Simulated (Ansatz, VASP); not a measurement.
# Cross-check of CoO between VASP and Ansatz, part 2 of 3

Wanted: the spread between two codes on one cell, functional and k mesh. The two relaxations start from unlike cells of this crystal (the structure described is Ansatz's start), so only their ends are compared.

VASP 6.6.1 and Ansatz 0.2.0.

So far: The starting structure; Ansatz: relaxation of cell and atoms, PBE, DFT+U, pair 1.

## Step 3: VASP: relaxation of cell and atoms, PBE, DFT+U, pair 1

Level of this step: PBE, DFT+U (Co d 3.32 eV), spin-polarised from an antiferromagnetic start; plane waves and PAW (Co, O) (VASP).

Its own start cell and the same functional, mesh and smearing now go to VASP, with its own data sets.

Lines of VASP's logs that name or quote its potential files are left out, and so is its time.

INCAR reads:

```
SYSTEM = CoO
PREC = Accurate
ENCUT = 600
EDIFF = 1E-07
NELM = 200
ISMEAR = 0
SIGMA = 0.02
LREAL = .FALSE.
ALGO = Normal
GGA = PE
NBANDS = 23
ISPIN = 2
MAGMOM = -2.55 2.55 0 -0
LDAU = .TRUE.
LDAUTYPE = 2
LDAUL = 2 -1
LDAUU = 3.32 0
LDAUJ = 0 0
LDAUPRINT = 1
LASPH = .TRUE.
LMAXMIX = 4
LORBIT = 11
LWAVE = .FALSE.
LCHARG = .FALSE.
ISIF = 3
IBRION = 2
NSW = 80
EDIFFG = -0.005
GGA_COMPAT = .FALSE.
NELMIN = 4
KPAR = 2
```

POSCAR reads:

```
CoO
1.0
    2.0686430558      0.0000000095     -2.0686430369
    2.0686430464     -2.0686430464      0.0000000000
   -2.2751696926     -2.2751696926     -4.3438117431
Co O
2 2
Direct
    0.0000001153      0.4999999424      0.5000000584
    0.0000000000      0.0000000000      0.0000000000
    0.5000001729      0.2499999135      0.7500000877
    0.5000000576      0.7499999712      0.2500000292
```

KPOINTS reads:

```
Automatic mesh
0
Gamma
12 12 12
0 0 0
```

Potentials, in the order of the species: Co and O (PBE family, release 64).

Started as:

```console
mpirun -np 2 vasp_std
```

Numbers of over 12 decimals in the logs are rounded to 6 here.

The program printed:

```text
[banner, memory and clock lines left out]
running    2 mpi-ranks, on    1 nodes
 distrk:  each k-point on    1 cores,    2 groups
 distr:  one band on    1 cores,    1 groups

 POSCAR found type information on POSCAR CoO
 POSCAR found :  2 types and       4 ions
 LDA part: xc-table for (Slater+PW92), standard interpolation
 POSCAR, INCAR and KPOINTS ok, starting setup
 FFT: planning ... GRIDC
 FFT: planning ... GRID_SOFT
 FFT: planning ... GRID
 WAVECAR not read
 entering main loop
       N       E                     dE             d eps       ncg     rms          rms(c)
DAV:   1     0.259998299668E+03    0.26000E+03   -0.15268E+04 17612   0.176E+03
DAV:   2     0.187462601724E+01   -0.25812E+03   -0.23375E+03 18172   0.367E+02
DAV:   3    -0.258023386193E+02   -0.27677E+02   -0.26601E+02 20692   0.140E+02
DAV:   4    -0.264479145838E+02   -0.64558E+00   -0.64388E+00 19405   0.220E+01
DAV:   5    -0.264669597398E+02   -0.19045E-01   -0.19043E-01 24075   0.353E+00    0.223E+01
DAV:   6    -0.232366863673E+02    0.32303E+01   -0.30588E+01 25067   0.101E+02    0.252E+01
DAV:   7    -0.227381986418E+02    0.49849E+00   -0.13819E+01 21747   0.680E+01    0.112E+01
DAV:   8    -0.236421842510E+02   -0.90399E+00   -0.39903E+00 24559   0.178E+01    0.759E+00
DAV:   9    -0.237554256166E+02   -0.11324E+00   -0.13059E+00 28987   0.198E+01    0.279E+00
DAV:  10    -0.241625251484E+02   -0.40710E+00   -0.32380E-01 25676   0.163E+01    0.117E+00
DAV:  11    -0.242276159484E+02   -0.65091E-01   -0.70696E-02 25791   0.462E+00    0.763E-01
DAV:  12    -0.242482571100E+02   -0.20641E-01   -0.11357E-02 25018   0.161E+00    0.538E-01
DAV:  13    -0.242590858784E+02   -0.10829E-01   -0.16417E-02 25956   0.225E+00    0.201E-01
DAV:  14    -0.242611199265E+02   -0.20340E-02   -0.32096E-03 25919   0.877E-01    0.873E-02
DAV:  15    -0.242612175912E+02   -0.97665E-04   -0.33648E-04 25201   0.246E-01    0.428E-02
DAV:  16    -0.242612640625E+02   -0.46471E-04   -0.67410E-05 21066   0.863E-02    0.196E-02
DAV:  17    -0.242612701188E+02   -0.60563E-05   -0.11323E-05 23099   0.488E-02    0.837E-03
DAV:  18    -0.242612730860E+02   -0.29672E-05   -0.60806E-06 25623   0.580E-02    0.343E-03
DAV:  19    -0.242612735307E+02   -0.44472E-06   -0.17265E-06 23204   0.153E-02    0.169E-03
DAV:  20    -0.242612734742E+02    0.56527E-07   -0.13285E-07 13763   0.677E-03
   1 F= -.24261273E+02 E0= -.24261273E+02  d E =-.242613E+02  mag=    -0.0000
[...]
2 F= -.24333530E+02 E0= -.24333530E+02  d E =-.722564E-01  mag=    -0.0000
[...]
3 F= -.24337525E+02 E0= -.24337525E+02  d E =-.762520E-01  mag=    -0.0000
[...]
4 F= -.24360321E+02 E0= -.24360321E+02  d E =-.227959E-01  mag=     0.0000
 trial-energy change:   -0.022796  1 .order   -0.022701   -0.042732   -0.002669
 step:   1.1316(harm=  1.1327)  dis= 0.00000  next Energy=   -24.360409 (dE=-0.229E-01)
 bond charge predicted
       N       E                     dE             d eps       ncg     rms          rms(c)
DAV:   1    -0.243609345686E+02   -0.61329E-03   -0.25801E-02 18690   0.157E+00    0.189E-01
DAV:   2    -0.243604830968E+02    0.45147E-03   -0.12220E-03 20610   0.480E-01    0.113E-01
DAV:   3    -0.243604349870E+02    0.48110E-04   -0.83137E-05 20738   0.123E-01    0.666E-02
DAV:   4    -0.243604161212E+02    0.18866E-04   -0.11559E-05 20294   0.490E-02    0.220E-02
DAV:   5    -0.243604126684E+02    0.34528E-05   -0.51658E-06 23674   0.267E-02    0.601E-03
DAV:   6    -0.243604128769E+02   -0.20853E-06   -0.39556E-07 19106   0.785E-03    0.293E-03
DAV:   7    -0.243604130009E+02   -0.12395E-06   -0.79687E-08 10745   0.490E-03    0.109E-03
DAV:   8    -0.243604130296E+02   -0.28731E-07   -0.55760E-08  9359   0.291E-03
   5 F= -.24360413E+02 E0= -.24360413E+02  d E =-.228876E-01  mag=     0.0000
 curvature:  -0.77 expect dE=-0.980E-06 dE for cont linesearch -0.601E-07
 trial: gam= 0.00167 g(F)=  0.797E-41 g(S)=  0.128E-05 ort = 0.653E-04 (trialstep = 0.108E+01)
 search vector abs. value=  0.165E-05
 reached required accuracy - stopping structural energy minimisation
```

Parts of OUTCAR (step 3):

```text
ion  position               nearest neighbor table
   1  0.000  0.500  0.500-   4 2.12   3 2.12   4 2.12   4 2.12   3 2.12   3 2.12   2 3.07   2 3.07
                             2 3.07   2 3.07   2 3.07   2 3.07
   2  0.000  0.000  0.000-   3 2.12   3 2.12   3 2.12   4 2.12   4 2.12   4 2.12   1 3.07   1 3.07
                             1 3.07   1 3.07   1 3.07   1 3.07
   3  0.500  0.250  0.750-   2 2.12   2 2.12   2 2.12   1 2.12   1 2.12   1 2.12
   4  0.500  0.750  0.250-   2 2.12   1 2.12   1 2.12   2 2.12   1 2.12   2 2.12

  LATTYP: Found a trigonal (rhomboedric) cell.
 ALAT       =     5.4056913534
 COS(alpha) =     0.8535569867

 Subroutine GETGRP returns: Found 12 space group operations
 (whereof 12 operations were pure point group operations)

The static configuration has the point symmetry D_3d.

 Found    189 irreducible k-points:

   k-points           NKPTS =    189   k-points in BZ     NKDIM =    189   number of bands    NBANDS=     23

   dimension x,y,z NGX =    24 NGY =   24 NGZ =   48
   dimension x,y,z NGXF=    48 NGYF=   48 NGZF=   96

   ENCUT  =  600.0 eV  44.10 Ry    6.64 a.u.   5.84  5.84 10.80*2*pi/ulx,y,z

   NELECT =      30.0000    total number of electrons

 k-points in reciprocal lattice and weights: Automatic mesh
   0.00000000  0.00000000  0.00000000       0.001
   0.08333333  0.00000000  0.00000000       0.003
   0.16666667  0.00000000  0.00000000       0.003
   0.25000000  0.00000000  0.00000000       0.003
   0.33333333  0.00000000  0.00000000       0.003
   0.41666667  0.00000000 -0.00000000       0.003
   0.50000000  0.00000000  0.00000000       0.002
   0.00000000  0.08333333  0.00000000       0.003
   0.16666667  0.08333333  0.00000000       0.007
[...]
0.00000000  0.25000000  0.08333333       0.003
[...]
0.6265 -0.2919 -0.1431 -0.2919 -0.0000
 -0.2919  0.6265  0.0716 -0.2919 -0.1239
 -0.1431  0.0716  0.1870  0.0716  0.0000
 -0.2919 -0.2919  0.0716  0.6265  0.1239
 -0.0000 -0.1239  0.0000  0.1239  0.1870

 occupancies and eigenvectors

  o =  0.0428  v =  0.0000  0.0000  0.0000  0.0000  0.0000 -0.5774 -0.5774  0.0000 -0.5774  0.0000      0.0000  0.0000  0.0000  0.0000  0.0000  0.0000  0.0000  0.0000  0.0000  0.0000
  o =  0.1471  v =  0.0000  0.0000  0.0000  0.0000  0.0000 -0.1810  0.0905 -0.9751  0.0905  0.0001      0.0000  0.0000  0.0000  0.0000  0.0000  0.0000  0.0000  0.0000  0.0000  0.0000
  o =  0.1471  v =  0.0000  0.0000  0.0000  0.0000  0.0000  0.0000  0.1567  0.0001 -0.1567  0.9751      0.0000  0.0000  0.0000  0.0000  0.0000  0.0000  0.0000  0.0000  0.0000  0.0000
  o =  0.9582  v =  0.0000  0.0000  0.0000  0.0000  0.0000 -0.0000  0.6895  0.0000 -0.6895 -0.2216      0.0000  0.0000  0.0000  0.0000  0.0000  0.0000  0.0000  0.0000  0.0000  0.0000
  o =  0.9582  v =  0.0000  0.0000  0.0000  0.0000  0.0000  0.7962 -0.3981 -0.2216 -0.3981 -0.0000      0.0000  0.0000  0.0000  0.0000  0.0000  0.0000  0.0000  0.0000  0.0000  0.0000
  o =  0.9650  v =  0.0000 -0.7071  0.0000  0.7071 -0.0121  0.0000  0.0000  0.0000  0.0000  0.0000      0.0000  0.0000  0.0000  0.0000  0.0000  0.0000  0.0000  0.0000  0.0000  0.0000
  o =  0.9650  v =  0.8164 -0.4082  0.0121 -0.4082  0.0000  0.0000  0.0000  0.0000  0.0000  0.0000      0.0000  0.0000  0.0000  0.0000  0.0000  0.0000  0.0000  0.0000  0.0000  0.0000
  o =  0.9696  v = -0.5774 -0.5773 -0.0000 -0.5773  0.0000  0.0000  0.0000  0.0000  0.0000  0.0000      0.0000  0.0000  0.0000  0.0000  0.0000  0.0000  0.0000  0.0000  0.0000  0.0000
  o =  1.0036  v =  0.0099 -0.0050 -0.9999 -0.0050  0.0001  0.0000  0.0000  0.0000  0.0000  0.0000      0.0000  0.0000  0.0000  0.0000  0.0000  0.0000  0.0000  0.0000  0.0000  0.0000
  o =  1.0036  v = -0.0000 -0.0086  0.0001  0.0086  0.9999  0.0000  0.0000  0.0000  0.0000  0.0000      0.0000  0.0000  0.0000  0.0000  0.0000  0.0000  0.0000  0.0000  0.0000  0.0000

 average (electrostatic) potential at core
       1 -81.3192       2 -81.3192       3 -67.8669       4 -67.8669

 E-fermi :   6.8213

 spin component 1
 k-point     1 :       0.0000    0.0000    0.0000
  band No.  band energies     occupation
    ...
     11       5.1805      1.00000
     12       5.3429      1.00000
     13       5.3431      1.00000
     14       5.6136      1.00000
     15       5.6137      1.00000
     16       9.0224      0.00000
     17       9.2741      0.00000
     18      10.5144      0.00000
     19      10.5150      0.00000
     20      12.8709      0.00000
    ...

 k-point     2 :       0.0833    0.0000    0.0000
  band No.  band energies     occupation
    ...
     11       4.9199      1.00000
     12       5.3695      1.00000
     13       5.4912      1.00000
     14       5.8291      1.00000
     15       5.9086      1.00000
     16       9.2730      0.00000
     17       9.5431      0.00000
     18      10.4032      0.00000
     19      10.4521      0.00000
     20      13.3094      0.00000
    ...

 k-point     3 :       0.1667    0.0000    0.0000
  band No.  band energies     occupation
    ...
     11       4.7445      1.00000
     12       5.3903      1.00000
     13       5.4993      1.00000
     14       6.0594      1.00000
     15       6.3077      1.00000
     16       9.2961      0.00000
     17      10.2802      0.00000
     18      10.3316      0.00000
     19      10.6304      0.00000
     20      14.2499      0.00000
    ...

 k-point     4 :       0.2500    0.0000    0.0000
  band No.  band energies     occupation
    ...
     11       4.6681      1.00000
     12       5.3792      1.00000
     13       5.5397      1.00000
     14       6.1116      1.00000
     15       6.5666      1.00000
     16       9.3443      0.00000
     17      10.2869      0.00000
     18      10.3236      0.00000
     19      11.7439      0.00000
     20      14.9439      0.00000
    ...

 k-point     5 :       0.3333    0.0000    0.0000
  band No.  band energies     occupation
    ...
     11       4.5792      1.00000
     12       5.3106      1.00000
     13       5.6519      1.00000
     14       6.0316      1.00000
     15       6.6782      1.00000
     16       9.4106      0.00000
     17      10.3724      0.00000
     18      10.4797      0.00000
     19      12.5737      0.00000
     20      14.7224      0.00000
    ...

 k-point     6 :       0.4167    0.0000   -0.0000
  band No.  band energies     occupation
    ...
     11       4.3751      1.00000
     12       5.2308      1.00000
     13       5.7632      1.00000
     14       5.9304      1.00000
     15       6.7195      1.00000
     16       9.4684      0.00000
     17      10.5057      0.00000
     18      10.6383      0.00000
     19      12.9499      0.00000
     20      14.1869      0.00000
    ...

  Total        0.0046488      0.0046488      0.0046488     -0.0026179     -0.0026179     -0.0026179
  in kB        0.1902906      0.1902906      0.1902906     -0.1071597     -0.1071597     -0.1071597
  external PRESSURE =       0.1902906 kB  Pullay stress =       0.0000000 kB

  energy-cutoff  :      600.00
  volume of cell :       39.14
      direct lattice vectors                 reciprocal lattice vectors
     2.145952714 -0.000000001 -2.145952716     0.233766684  0.233766684 -0.232226808
     2.145952715 -2.145952715  0.000000000     0.116113404 -0.349880088  0.116113404
    -2.117864961 -2.117864961 -4.263816686    -0.117653335 -0.117653335 -0.117653334

 POSITION                                       TOTAL-FORCE (eV/Angst)
 -----------------------------------------------------------------------------------
      0.01404     -2.13191     -2.13191         0.000000      0.000000      0.000000
      0.00000     -0.00000     -0.00000        -0.000000      0.000000      0.000000
      0.02107     -2.12489     -4.27084        -0.000000     -0.000000     -0.000000
      2.15297     -2.13893     -2.13893         0.000000      0.000000     -0.000000
 -----------------------------------------------------------------------------------
    total drift:                                0.000006      0.000005      0.001097

  FREE ENERGIE OF THE ION-ELECTRON SYSTEM (eV)
  ---------------------------------------------------
  free  energy   TOTEN  =       -24.3604130296 eV

  energy  without entropy=      -24.3604130296  energy(sigma->0) =      -24.36041303

 reached required accuracy - stopping structural energy minimisation

 total charge
# of ion       s       p       d       tot
------------------------------------------
    1        0.298   0.357   7.137   7.791
    2        0.298   0.357   7.137   7.791
    3        1.551   3.447   0.000   4.998
    4        1.551   3.447   0.000   4.998
--------------------------------------------------
tot          3.698   7.607  14.273  25.578

 magnetization (x)
# of ion       s       p       d       tot
------------------------------------------
    1       -0.005  -0.002  -2.652  -2.659
    2        0.005   0.002   2.652   2.659
    3        0.000   0.000   0.000   0.000
    4        0.000   0.000   0.000   0.000
--------------------------------------------------
tot          0.000   0.000   0.000   0.000

[... 5 further parts left out ...]
```

The magnetic state follows from one typed start and may not be the lowest.

## Step 4: Differences

Known differences besides the potentials themselves: VASP starts from the moments at which Ansatz ended; U acts on the PAW sphere in VASP and on atomic orbitals in Ansatz, so only states and trends compare; the data sets hold 46 valence electrons in Ansatz (on its default PAW (the set named soft_2) files) and 30 in VASP; the cutoff is 420 eV in Ansatz and 600 eV in VASP; Ansatz adds a Pulay correction to the stress that steers its cell, VASP none; site moments are counted in spheres of each program's own size. Total energies have different zeros and are not compared.

The two programs side by side:

```csv
quantity,Ansatz,VASP,difference
volume (Å³),39.95,39.14,+2.07 %
"edge a after relaxation, in the typed setting (Å)",3.056,3.035,+0.71 %
"edge c after relaxation, in the typed setting (Å)",5.245,5.211,+0.65 %
moment on Co1 (μB),-2.55,-2.66,+0.11
moment on Co2 (μB),2.55,2.66,-0.11
```

(Part 2 of 3 ends here.)

[Lines on the potential files, build, host, timing and source positions are cut from VASP's logs without a mark.]

[Logs are printed without paths, hosts, clocks, repeated set-up lines and the standing remarks that a program may print on its own settings, such as how far it seeks lower states.]

[Hosts, paths, dates, database ids (printed as entryN), source tags and the programs' standing remarks are cut or masked in the printed files.]
